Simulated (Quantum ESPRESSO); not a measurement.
Ni in Quantum ESPRESSO: the effect of functional

Ni:

```
Ni
1.0
     0.00000    1.73757    1.73757
     1.73757    0.00000    1.73757
     1.73757    1.73757    0.00000
Ni
1
Direct
  0.00000 0.00000 0.00000
```

Alike in all runs:

```yaml
Program: Quantum ESPRESSO 7.5
Task: phonons
Cutoff: 612 eV
Density_cutoff: 4898 eV
k_mesh: 9 × 9 × 9
Occupations: cold, width 0.2 eV
Spin: collinear spin, ferromagnetic start
Starting_moments: "[1.0] μB"
```

Each run relaxes the cell or the atoms first.

Task: One run gave: relaxed volume 10.37 Å³/atom; highest phonon frequency 341 cm⁻¹. Which functional did it use?
A. WC
B. PW91
C. LDA
D. AM05
E. PBEsol

Result: A.

| functional | potentials or basis | relaxed volume (Å³/atom) | highest phonon frequency (cm⁻¹) |
| --- | --- | --- | --- |
| LDA | GBRV 1.5 LDA | 10.00 | 357 |
| PBE | GBRV 1.5 PBE | 10.80 | 301 |
| PBEsol | GBRV 1.5 PBEsol | 10.33 | 354 |
| WC | GBRV 1.5 PBE | 10.37 | 341 |
| PW91 | GBRV 1.5 PBE | 10.78 | 290 |
| AM05 | GBRV 1.5 PBE | 10.26 | 500 |

Caveats: the mesh is thin for the phonons of a metal; the q point doesn't lie on the k mesh, which can shift a metal's frequencies strongly unless the mesh is converged; the potentials were made for another functional, which shifts forces and pressure (some runs).
